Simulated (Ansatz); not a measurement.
# AlGaN2: a tetragonal deformation path

One table from this session's results is given with a row withheld; the runs are named, their logs left out.

Method: DFT LDA, scalar-relativistic, plane waves, PAW, in Ansatz 0.2.0.

### The system as given

The structure is tetragonal, space group P-4m2 (No. 115). Conventional cell: a = 3.141 Å, b = 3.141 Å, c = 4.424 Å, α = 90.00°, β = 90.00°, γ = 90.00°. Al (site symmetry -4m2) has 4 N at 1.89 Å as nearest neighbours. Ga (site symmetry -4m2) is surrounded by 4 N at 1.95 Å. N (site symmetry 2mm) has 2 Al at 1.89 Å and 2 Ga at 1.95 Å as nearest neighbours.

Structure file:

```
Al Ga N
1.0
     3.14088    0.00000    0.00000
     0.00000    3.14088    0.00000
     0.00000    0.00000    4.42384
Al Ga N
1 1 2
Direct
  0.50000 0.50000 0.50000
  0.00000 0.00000 0.00000
  0.50000 0.00000 0.73826
  0.00000 0.50000 0.26174
```

Source of the structure: the Materials Project (structure only).

The first run:

File input.yaml:

```yaml
crystal:
  lattice:
    - [3.1408770487, 0.0, 0.0]
    - [0.0, 3.1408770487, 0.0]
    - [0.0, 0.0, 4.42383794]
  atoms:
    - { symbol: Al, position: [0.5, 0.5, 0.5] }
    - { symbol: Ga, position: [0.0, 0.0, 0.0] }
    - { symbol: "N", position: [0.5, 0.0, 0.73826481] }
    - { symbol: "N", position: [0.0, 0.5, 0.26173519] }
basis:
  ecutwfc: 420
kpoints:
  mp_grid: { grid: [6, 6, 4] }
hamiltonian:
  xc: lda
scf:
  occupations: { method: gaussian, width: 0.1 }
output:
  forces: true
  stress: true
  eigenvalues: true
```

Steps of the session up to this table: Probe: one point at the start; Zero of the scan; At ρ = 0.850; ρ = 1.200; At ρ = 0.920; Point ρ = 1.100; At ρ = 0.960; At ρ = 1.050; At ρ = 0.800; At ρ = 1.300.

One table of the session follows, with a row left open; its other results are not shown here.

Collected from the runs (energy zero: the undisturbed cell):

| ρ | ΔE (meV/atom) | pressure (GPa) | gap on the mesh (eV) |
| --- | --- | --- | --- |
| 0.800 | 107.9 | -9.1 | 2.42 |
| 0.850 | ? | ? | ? |
| 0.920 | 17.8 | -5.6 | 2.86 |
| 0.960 | 4.4 | -5.2 | 2.90 |
| 1.000 | 0.0 | -5.0 | 2.86 |
| 1.050 | 8.3 | -5.1 | 2.77 |
| 1.100 | 33.2 | -5.4 | 2.65 |
| 1.200 | 137.1 | -6.6 | 2.22 |
| 1.300 | 316.6 | -8.0 | 1.51 |

Estimate the missing values for ρ = 0.850.

Worked estimate for «ΔE (meV/atom)». A straight line through the neighbours (0.800, 107.9) and (0.920, 17.8) gives 107.9 + (17.8 − 107.9) × (0.850 − 0.800) / (0.920 − 0.800) = 70.4; a parabola fitted to 3 rows on both sides gives 61.3.

**Answer.** ΔE (meV/atom): 61.3; pressure (GPa): -7.2; gap on the mesh (eV): 2.63. In «ΔE (meV/atom)» the line misses by +9.1 and the parabola by 0.0.
